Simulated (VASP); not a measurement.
Input of a VASP 6.6.1 run:

Contents of INCAR:

```
SYSTEM = Al
PREC     = Accurate       ! precision mode
ENCUT    = 520            ! plane-wave cutoff, eV
EDIFF    = 1E-7           ! SCF threshold, eV
ISMEAR   = 0              ! smearing method
SIGMA    = 0.1            ! smearing width, eV
LREAL    = .FALSE.        ! projectors in reciprocal space
LASPH    = .TRUE.         ! aspherical terms in the spheres
NELM     = 60             ! most SCF steps
ALGO     = Normal         ! electronic algorithm
ISIF     = 2              ! what is computed and relaxed
LWAVE    = .FALSE.        ! write WAVECAR
LCHARG   = .FALSE.        ! write CHGCAR
GGA      = PE             ! functional
NBANDS   = 8              ! bands
```

File KPOINTS:

```
regular mesh
0
G
  12 12 12
  0 0 0
```

The input POSCAR:

```
Al
1.0
    0.0000000000      2.0248050000      2.0248050000
    2.0248050000      0.0000000000      2.0248050000
    2.0248050000      2.0248050000      0.0000000000
Al
1
Direct
    0.0000000000      0.0000000000      0.0000000000
```

Potentials or basis: VASP PAW PBE potentials, release 64 (Al).

The run is started by

```sh
$ cat potpaw_PBE.64/Al/POTCAR > POTCAR
$ mpirun -np 1 vasp_std > vasp.out
```

Q: Estimate the band gap on the k mesh.

A: None (metal or under the smearing width).

Q: Estimate the pressure.

A: -0.4 GPa.
